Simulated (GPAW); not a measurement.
The system is TiO2.

```
CELL_PARAMETERS angstrom
4.59984 0.00000 0.00000
0.00000 4.59984 0.00000
0.00000 0.00000 2.95921
ATOMIC_POSITIONS crystal
Ti 0.00000 0.00000 0.50000
Ti 0.50000 0.50000 0.00000
O 0.30432 0.30432 0.50000
O 0.19568 0.80432 0.00000
O 0.80432 0.19568 0.00000
O 0.69568 0.69568 0.50000
```

The cell is a database's computed one.

Base run:

| Property | Result |
| --- | --- |
| Program | GPAW 26.7.0 |
| Functional | PBE |
| Potentials or basis | GPAW PAW data sets (gpaw-data 1.2.1) |
| Cutoff | 800 eV |
| Basis | pw |
| k mesh | 4 × 4 × 7 |
| Occupations | fermi-dirac, width 0.05 eV |
| Spin | no spin polarisation |
| Hubbard terms | Ti d U = 3 eV |

Its results: band gap on the k mesh 2.35 eV, direct; pressure 8.6 GPa; largest force 0.071 eV/Å.

Task: The run is repeated on the same cell with these changes: hubbard terms from Ti d U = 3 eV to Ti d U = 6 eV. What comes out?

Result: Band gap on the k mesh 2.87 eV, indirect (least direct gap 2.91 eV); pressure 12.2 GPa; largest force 0.119 eV/Å.

Not every run made on this cell is shown here.
